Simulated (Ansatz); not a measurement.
Be: do energies and stresses tell the same story?

These are results of DFT r2SCAN, scalar-relativistic, plane waves, PAW (Ansatz), not measurements.

Plane waves to 500 eV, a k mesh through Γ of 24×24×12 on the computed 2-atom cell and Gaussian smearing (0.10 eV); no spin polarisation.

Relaxed cell: P6_3/mmc, a = 2.264 Å, b = 2.264 Å, c = 3.563 Å, α = 90.00°, β = 90.00°, γ = 120.00°, 2 atoms in the primitive cell.

Energies at zero smearing and pressures from the stress tensor, at volumes with shape and atoms relaxed:
```json
{"V (Å³/atom)": "7.434", "E − E(first) (meV/atom)": "0.00", "P (GPa)": "8.51"}
{"V (Å³/atom)": "7.672", "E − E(first) (meV/atom)": "-9.17", "P (GPa)": "3.98"}
{"V (Å³/atom)": "7.909", "E − E(first) (meV/atom)": "-12.05", "P (GPa)": "0.00"}
{"V (Å³/atom)": "8.146", "E − E(first) (meV/atom)": "-9.41", "P (GPa)": "-3.49"}
{"V (Å³/atom)": "8.383", "E − E(first) (meV/atom)": "-1.92", "P (GPa)": "-6.57"}
```

Question: Check P = −dE/dV between neighbouring volumes, and get the bulk modulus from the pressures alone.

Answer: With 1 eV/Å³ = 160.2 GPa:
| middle V (Å³/atom) | −ΔE/ΔV (GPa) | mean P (GPa) |
| --- | --- | --- |
| 7.553 | 6.193 | 6.243 |
| 7.790 | 1.946 | 1.989 |
| 8.028 | -1.783 | -1.747 |
| 8.265 | -5.061 | -5.031 |

The two differ by 0.05 GPa at most. The mean of two end pressures misses the average over a step by about ΔV² P″/12, up to 0.05 GPa here; with that taken off 0.00 GPa remains. Around V = 7.909 Å³/atom, the two neighbours give B = −V ΔP/ΔV = 7.909 × 7.47 / 0.475 = 124.5 GPa, against B0 = 124.1 GPa from the Birch–Murnaghan fit of the energies.

Cost: 6 runs of about 3.3 core-minutes in all, on Arm Neoverse V1 (shared hosts).